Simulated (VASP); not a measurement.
**CdSe in VASP: how settings move the PBE single point**

Aim: see what changed inputs do to the PBE single point of CdSe (zincblende), under -2.0 % biaxial strain in the (111) plane, free along [111].

Code: VASP 6.6.1. PAW datasets, plane waves. Computed at 0 K without zero-point motion; spin polarisation is off.

## (1) Starting point

The cell comes from an earlier relaxation with r2SCAN in another program, then strained, with the atoms relaxed again.

It is trigonal, R3m (No. 160); conventional cell a = 4.252 Å, c = 10.817 Å, 28.22 Å³ an atom. Around Cd lie 4 Se at 2.64 Å; around Se lie 4 Cd at 2.64 Å.

The structure in full:

```cif
data_structure
_symmetry_space_group_name_H-M 'P 1'
_symmetry_Int_Tables_number 1
_cell_length_a 4.3619
_cell_length_b 4.3619
_cell_length_c 4.3619
_cell_angle_alpha 58.337
_cell_angle_beta 58.337
_cell_angle_gamma 58.337
_cell_volume 56.45
loop_
_atom_site_label
_atom_site_type_symbol
_atom_site_fract_x
_atom_site_fract_y
_atom_site_fract_z
_atom_site_occupancy
Cd1 Cd 0.00277 0.00277 0.00277 1
Se1 Se 0.24723 0.24723 0.24723 1
```

## (2) Baseline

INCAR

```
ENCUT = 520.000000
SIGMA = 0.020000
EDIFF = 1.00e-07
GGA = PE
PREC = Accurate
IBRION = -1
ISIF = 2
ISMEAR = -1
NBANDS = 16
NELM = 120
NSW = 0
LASPH = .TRUE.
LCHARG = .TRUE.
LELF = .TRUE.
LWAVE = .FALSE.
LREAL = .FALSE.
```

KPOINTS

```
KPOINTS created by Atomic Simulation Environment
0
Gamma
8 8 8
0 0 0
```

POSCAR

```
Cd Se
 1.0000000000000000
     0.0773857186000000    3.0838110646999999    3.0838110646999999
     3.0838110646999999    0.0773857186000000    3.0838110646999999
     3.0838110646999999    3.0838110646999999    0.0773857186000000
 Cd  Se
   1   1
Cartesian
  0.0172805137631156  0.0172805137631156  0.0172805137631156
  1.5439714482368845  1.5439714482368845  1.5439714482368847
```

A file KPOINTS_OPT adds named points for the levels; it doesn't enter the self-consistent loop.

Potentials: the recommended PBE PAW datasets, 18 valence electrons.

The run is started by

```
> mpirun -np 1 vasp_std
```

## (3) Try 1

INCAR

```
ENCUT = 520.000000
SIGMA = 0.020000
EDIFF = 1.00e-07
PREC = Accurate
IBRION = -1
ISIF = 2
ISMEAR = -1
NBANDS = 16
NELM = 120
NSW = 0
LASPH = .TRUE.
LCHARG = .FALSE.
LWAVE = .FALSE.
LREAL = .FALSE.
GGA = AM
```

KPOINTS is that of step 2.

POSCAR is that of step 2.

## (4) Try 2

INCAR

```
ENCUT = 520.000000
SIGMA = 0.020000
EDIFF = 1.00e-07
PREC = Accurate
IBRION = -1
ISIF = 2
ISMEAR = -1
NBANDS = 16
NSW = 0
LASPH = .TRUE.
LCHARG = .FALSE.
LWAVE = .FALSE.
LREAL = .FALSE.
METAGGA = MS2
NELM = 79
```

KPOINTS is that of step 2.

POSCAR is that of step 2.

## (5) Try 3

Changes to INCAR since step 2:

```diff
@@ -9,8 +9,7 @@
 NBANDS = 16
-NELM = 120
 NSW = 0
 LASPH = .TRUE.
-LCHARG = .TRUE.
-LELF = .TRUE.
+LCHARG = .FALSE.
 LWAVE = .FALSE.
 LREAL = .FALSE.
+NELM = 91
```

KPOINTS is that of step 2.

POSCAR

```
Cd Se
 1.0000000000000000
     3.0838109999999999    0.0773860000000000    3.0838109999999999
     0.0773860000000000    3.0838109999999999    3.0838109999999999
     3.0838109999999999    3.0838109999999999    0.0773860000000000
 Cd  Se
   1   1
Cartesian
  0.0172805141837137  0.0172805141837137  0.0172805141837137
  1.5439714858162865  1.5439714858162865  1.5439714858162865
```

Before running it: what results should come out? Wanted: for each run, changed; ending; energy change; pressure; electronic steps; usable.

As calculated:

| run | changed | ending | energy change (meV/atom) | pressure (GPa) | gap on the mesh (eV; negative: overlap) | electronic steps | time | usable |
| --- | --- | --- | --- | --- | --- | --- | --- | --- |
| ref. | – | converged | 0 | 2.9 | 0.53 | 14 | 53 s | yes |
| 1 | GGA = AM | converged | – | 0.6 | 0.51 | 14 | 53 s | yes |
| 2 | METAGGA = MS2, NELM = 79 | converged | – | 1.0 | 0.88 | 17 | 2.5 min | yes |
| 3 | another POSCAR | refused | – | – | – | – | 0.8 s | no |

Of 3 altered inputs, 1 gave no result, 2 gave usable results.
